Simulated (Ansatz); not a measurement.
Runs of Ansatz 0.2.0 on ZnSe (Stilleite). The structure is cubic, space group F-43m (No. 216). Conventional cell: a = 5.668 Å, b = 5.668 Å, c = 5.668 Å, α = 90.00°, β = 90.00°, γ = 90.00°. Se (site symmetry -43m) is surrounded by 4 Zn at 2.45 Å. Zn (site symmetry -43m) is surrounded by 4 Se at 2.45 Å. 

```csv
task,level,cell,cutoff (eV),smearing,gap on the mesh (eV),pressure (GPa),relaxed volume (Å³/atom)
single point,PBE,as given,311,gaussian 0.019 eV,1.29,2.1,-
single point,PBE,as given,311,gaussian 0.023 eV,1.29,2.1,-
band structure,BLYP,as given,311,fermi-dirac 0.05 eV,1.23,5.5,-
relaxation of cell and atoms,RPBE,relaxed,-,fermi-dirac 0.05 eV,1.17,0.0,(b)
relaxation of cell and atoms,BLYP+D4,relaxed,-,fermi-dirac 0.05 eV,1.19,0.0,(a)
```

Alike in all rows: potentials or basis all-electron LAPW, scalar-relativistic; no spin polarisation; k mesh 8 × 8 × 8; basis error allowed 0.001 eV/atom.

**Question.** Estimate the missing entries.

**Answer.** (a) 23.01; (b) 24.49.

A k mesh can miss the band edges, and the runs leave out spin-orbit coupling on Se.
